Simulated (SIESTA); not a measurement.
Runs of SIESTA 5.4.2 on TiSe. The structure is cubic, space group Pm-3m (No. 221). The conventional cell has a = 3.403 Å, b = 3.403 Å, c = 3.403 Å, α = 90.00°, β = 90.00°, γ = 90.00°. Ti (site symmetry m-3m) is surrounded by 8 Se at 2.95 Å. Se (site symmetry m-3m) is surrounded by 8 Ti at 2.95 Å. The cell comes from a database or a generator and needn't be the stable form of this composition.

| task | level | potentials or basis | spin | U | fixed moment (μB) | hubbard projector method | U from the first cycle | broadening (eV) | window from (eV) | window to (eV) | gap on the mesh (eV) | pressure (GPa) | moment (μB) |
| --- | --- | --- | --- | --- | --- | --- | --- | --- | --- | --- | --- | --- | --- |
| single point | PBEsol+U | PseudoDojo 0.4 standard (PBEsol files), DZP (energy shift 0.002 Ry) | collinear, ferromagnetic start | Ti d U = 5 eV | - | 2 | - | - | - | - | none | (a) | (b) |
| density of states | PBEsol+U | PseudoDojo 0.4 standard (PBEsol files), DZ (energy shift 0.002 Ry) | collinear, random start | Ti d U = 5 eV | - | 1 | yes | 0.05 eV | -25 eV | 5 eV | none | -10.1 | 0.00 |
| atomic charges | AM05+U | PseudoDojo 0.4 standard (PBEsol files), DZP (energy shift 0.002 Ry) | collinear, random start | Ti d U = 1 eV | 0.0 | 1 | yes | - | - | - | - | -13.8 | 0.00 |
| single point | LDA+U | PseudoDojo 0.4 standard (LDA files), DZP (energy shift 0.002 Ry) | collinear, ferromagnetic start | Ti d U = 6.2 eV | 0.0 | 1 | yes | - | - | - | - | -8.5 | 0.00 |
| band structure | LDA | PseudoDojo 0.4 standard (LDA files), DZP (energy shift 0.002 Ry) | collinear, ferromagnetic start | - | - | - | - | - | - | - | none | -17.5 | 0.00 |

Alike in all rows: cell as given; k mesh 6 × 6 × 6; smearing fermi-dirac 0.05 eV; grid cutoff 800 Ry; energy shift 0.002 Ry.

Question: Estimate the missing entries.

Answer: (a) -11.3; (b) 0.15.

Caveats: semicore shells carry a single zeta, which can move pressures by several GPa and volumes by a few percent; the basis of atomic orbitals isn't converged, which shifts pressures, moduli and gaps; the total moment is fixed, so each spin has its own Fermi level (some runs); the basis has no polarisation orbitals (some runs); the potentials were made for another functional, which shifts forces and pressure (some runs); so large a pressure means that the cell lies far from this level's equilibrium, or that cutoff or potentials fall short (some runs).

A k mesh can miss the band edges, and the runs leave out spin-orbit coupling on Se.

A gap of «none» marks a metal or a gap under the smearing width.

Runs at the PBE level aren't shown here.
